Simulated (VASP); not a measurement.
# P, self-consistent run: which settings are enough?

P, P1 (no. 1), 32 atoms in the cell. PBE; PAW potentials P (PBE set). VASP 6.6.1.

Wanted: energy within 0.5 meV/atom; forces within 0.003 eV/Å.

What the run is for: forces in a large cell; Accuracy asked: tight; Cell repeated: 2 × 2 × 2.

POSCAR:
```
P
1.0
    3.2954862482    -10.9300754502      0.0000000000
    3.2954862482     10.9300754502      0.0000000000
    0.0000000000      0.0000000000      9.0872711800
P
32
Direct
    0.4487500000      0.0406460000      0.2965270000
    0.4554550000      0.0517920000      0.7925790000
    0.4469160000      0.5421440000      0.2893820000
    0.4524580000      0.5458960000      0.7974290000
    0.9493650000      0.0463460000      0.2939090000
    0.9522390000      0.0469390000      0.7945460000
    0.9494870000      0.5469120000      0.2934100000
    0.9550740000      0.5475560000      0.7945590000
    0.0585170000      0.4630500000      0.2095520000
    0.0490120000      0.4498220000      0.7107020000
    0.0497380000      0.9602370000      0.2104380000
    0.0444030000      0.9504620000      0.7013850000
    0.5434640000      0.4471710000      0.1986030000
    0.5457570000      0.4508510000      0.7036520000
    0.5401010000      0.9429700000      0.2039470000
[... 4 lines left out ...]
    0.2981570000      0.7013430000      0.5416870000
    0.8036790000      0.2046750000      0.0455990000
    0.7980660000      0.2011930000      0.5480820000
    0.8020890000      0.7076710000      0.0432930000
    0.8050720000      0.7072090000      0.5415890000
    0.2110930000      0.3062800000      0.4512010000
    0.2026400000      0.2972980000      0.9591670000
    0.2092240000      0.8064510000      0.4552820000
    0.2000270000      0.7939430000      0.9492920000
    0.7028030000      0.3035090000      0.4556290000
    0.7084070000      0.3019540000      0.9559540000
    0.6995480000      0.7981530000      0.4486400000
    0.7038900000      0.7972870000      0.9509230000
```

The series start from Plane-wave cutoff (eV): 290; Projection operators (LREAL): Auto, ROPT -0.00025; Parallel layout: defaults; Electronic algorithm: ALGO=Normal; Bands a block (NSIM): NSIM=4; Data layout and linear algebra: defaults. Each series keeps the choices made before it, and each single choice may use up half of a tolerance.

## Plane-wave cutoff (eV)

| Plane-wave cutoff (eV) | Energy less reference (meV/atom) | Forces, largest deviation (eV/Å) | SCF iterations | Time (s) |
|---|---|---|---|---|
| 230 | 25.62 | 0.0513 | 14 | 93 |
| 260 | 11.95 | 0.0278 | 14 | 112 |
| 290 | 5.34 | 0.0148 | 14 | 77 |
| 330 | 1.87 | 0.0066 | 14 | 165 |
| 410 (reference) | 0.00 | 0.0000 | 14 | 216 |

## Projection operators (LREAL)

| Projection operators (LREAL) | Energy less reference (meV/atom) | Forces, largest deviation (eV/Å) | SCF iterations | Time (s) |
|---|---|---|---|---|
| Auto, ROPT -0.005 | -2.63 | 0.2837 | 14 | 152 |
| Auto, ROPT -0.002 | -0.82 | 0.1197 | 14 | 181 |
| Auto, ROPT -0.001 | 0.08 | 0.0081 | 14 | 178 |
| Auto, ROPT -0.0005 | 0.08 | 0.0081 | 14 | 220 |
| Auto, ROPT -0.00025 | -0.54 | 0.0013 | 14 | 216 |
| Auto, ROPT -0.0001 | -0.48 | 0.0003 | 14 | 207 |
| False (reference) | 0.00 | 0.0000 | 14 | 146 |

## Parallel layout

| Parallel layout | Energy less reference (meV/atom) | Forces, largest deviation (eV/Å) | SCF iterations | Time (s) |
|---|---|---|---|---|
| defaults | 0.00 | 0.0000 | 14 | 146 |
| NCORE=2 | 0.00 | 0.0001 | 15 | 161 |
| NCORE=4 | 0.00 | 0.0002 | 15 | 115 |
| NCORE=8 | 0.00 | 0.0001 | 14 | 115 |
| KPAR=2 | 0.00 | 0.0001 | 15 | 149 |
| KPAR=2 NCORE=2 | 0.00 | 0.0002 | 15 | 129 |
| KPAR=4 | 0.00 | 0.0002 | 15 | 148 |
| KPAR=4 NCORE=2 | 0.00 | 0.0001 | 14 | 157 |
| NPAR=2 | 0.00 | 0.0002 | 15 | 137 |

## Electronic algorithm

| Electronic algorithm | Energy less reference (meV/atom) | Forces, largest deviation (eV/Å) | SCF iterations | Time (s) |
|---|---|---|---|---|
| ALGO=Normal | 0.00 | 0.0000 | 14 | 146 |
| ALGO=Fast | 0.00 | 0.0002 | 15 | 178 |
| ALGO=VeryFast | 0.00 | 0.0002 | 21 | 203 |
| ALGO=All ISEARCH=1 | 0.00 | 0.0003 | 20 | 194 |

## Bands a block (NSIM)

| Bands a block (NSIM) | Energy less reference (meV/atom) | Forces, largest deviation (eV/Å) | SCF iterations | Time (s) |
|---|---|---|---|---|
| NSIM=4 | 0.00 | 0.0000 | 14 | 146 |
| NSIM=1 | 0.00 | 0.0000 | 14 | 134 |
| NSIM=2 | 0.00 | 0.0000 | 14 | 127 |
| NSIM=8 | 0.00 | 0.0001 | 14 | 133 |
| NSIM=16 | 0.00 | 0.0001 | 14 | 166 |

## Question

The rows run from the loosest to the tightest (no order: parallel layout, electronic algorithm, bands a block). For each series: choose the loosest value from which every tighter one stays within half of the tolerance; where there is no order, keep the first row unless others stay within half of the tolerance and take at least 30 % less time, and then take the fastest.

## Answer

- Plane-wave cutoff (eV): 410, the tightest run, since the next looser one is off by more than half of the tolerance (convergence isn't shown beyond it)
- Projection operators (LREAL): False, the last of the list; the one before it is off by more than half of the tolerance
- Parallel layout: defaults
- Electronic algorithm: ALGO=Normal
- Bands a block (NSIM): NSIM=4

The chosen settings are those of the reference run.

## The input

INCAR:
```
SYSTEM = P
ALGO     = Normal         ! electronic algorithm
EDIFF    = 1E-6           ! SCF threshold, eV
EFERMI   = MIDGAP       
ENCUT    = 410            ! plane-wave cutoff, eV
GGA      = PE             ! functional
GGA_COMPAT= .False.      
ISIF     = 2              ! what is computed and relaxed
ISMEAR   = 0              ! smearing method
ISYM     = 0            
LASPH    = .True.         ! aspherical terms in the spheres
LCHARG   = .False.        ! write CHGCAR
LREAL    = .False.        ! projectors in reciprocal space
LWAVE    = .False.        ! write WAVECAR
NELM     = 120            ! most SCF steps
NSIM     = 4            
PREC     = Accurate       ! precision mode
SIGMA    = 0.03           ! smearing width, eV
```

KPOINTS:
```
k-points
0
Gamma
  2 2 2
```

Commands:
```
cat potpaw_PBE.64/P/POTCAR > POTCAR
mpirun -np 8 vasp_std > vasp.out
```

Limits: Only the k mesh 2 × 2 × 2 was run, so its error is untested.

The chosen input took VASP 6.6.1 146 s on 8 cores (Intel Xeon Platinum 8488C (Sapphire Rapids)), a shared host.

## An input that fails: Gamma-only program on a mesh of k points

VASP's message: You are using the Gamma-point-only version with more than one k-point or some other non-Gamma k-point.

Changes against the starting input:
```
- NELM = 120
+ NELM = 77
- vasp_std
+ vasp_gam
(KPOINTS)
-k-points
+Automatic mesh
+  0 0 0
```
